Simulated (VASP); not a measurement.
LiCl (strained wurtzite): one PBE single-point calculation in two programs

```yaml
crystal:
  lattice:
    - [3.85524, 0.00000, 0.00000]
    - [-1.92762, 3.33874, 0.00000]
    - [0.00000, 0.00000, 6.28891]
  atoms:
    - { symbol: Li, position: [0.33333, 0.66667, 0.99909] }
    - { symbol: Li, position: [0.66667, 0.33333, 0.49909] }
    - { symbol: Cl, position: [0.33333, 0.66667, 0.37591] }
    - { symbol: Cl, position: [0.66667, 0.33333, 0.87591] }
```

Datasets and cutoffs are each program's own. VASP's cell holds 20 valence electrons and Ansatz's 20. Ansatz's stress includes a Pulay correction; VASP's doesn't.

Cutoffs: 520 eV in VASP, 420 eV in Ansatz. k meshes: 12×12×4 and 12×12×4.

```csv
,VASP,Ansatz
gap between bands v and c,6.11 eV,6.10 eV
least direct gap,6.11 eV,6.10 eV
pressure,0.9 GPa,1.0 GPa
```

Band v is the last that the valence electrons fill when counted band by band, and c is the next. Levels in eV from the top of v, Ansatz:

| point | v−1 | v | c | c+1 |
| --- | --- | --- | --- | --- |
| Γ | 0.00 | 0.00 | 6.10 | 8.31 |
| M | -0.58 | -0.31 | 7.84 | 8.04 |
| K | -0.80 | -0.80 | 7.70 | 9.57 |
| A | -0.17 | -0.17 | 7.41 | 7.41 |
| L | -0.60 | -0.60 | 7.43 | 7.43 |
| H | -0.42 | -0.42 | 8.77 | 8.77 |

VASP:

```
point    v−1      v     c   c+1
    Γ   0.00   0.00  6.11  8.34
    M  -0.58  -0.31  7.86  8.06
    K  -0.80  -0.80  7.73  9.59
    A  -0.17  -0.17  7.42  7.42
    L  -0.60  -0.60  7.44  7.44
    H  -0.42  -0.42  8.80  8.80
```
